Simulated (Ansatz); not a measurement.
Crystal: MoP.

```
Mo P
1.0
     3.22300    0.00000    0.00000
    -1.61150    2.79120    0.00000
     0.00000    0.00000    3.19100
Mo P
1 1
Direct
  0.00000 0.00000 0.00000
  0.33333 0.66667 0.50000
```

Base run:

* Program: Ansatz 0.2.0
* Functional: PBEsol
* Potentials or basis: Ansatz PAW
* Cutoff: 420 eV (not typed: the program's choice for these potentials)
* k mesh: 10 × 10 × 8
* Occupations: fermi-dirac, width 0.05 eV
* Spin: no spin polarisation

Its results: band gap on the k mesh none (metal or under the smearing width); pressure -3.8 GPa.

After a change of settings the same cell gave: band gap on the k mesh none (metal or under the smearing width); pressure -4.5 GPa. Which change was it?
A. functional from PBEsol to PBE
B. hubbard terms from none to Mo d U = 5 eV; hubbard projectors from none to ortho-atomic (the default)
C. functional from PBEsol to r2SCAN; cutoff from 420 eV (not typed: the program's choice for these potentials) to 500 eV (not typed: the program's choice for these potentials)
D. hubbard terms from none to Mo d U = 2 eV; hubbard projectors from none to ortho-atomic (the default)

D.

Caveats: the PAW data sets come from PBE, with cores solved anew for the run's functional, which leaves a small shift of forces and pressure; U without spin polarisation on a metal has little footing (some runs); the U is typed as a test and isn't derived for this compound (some runs).
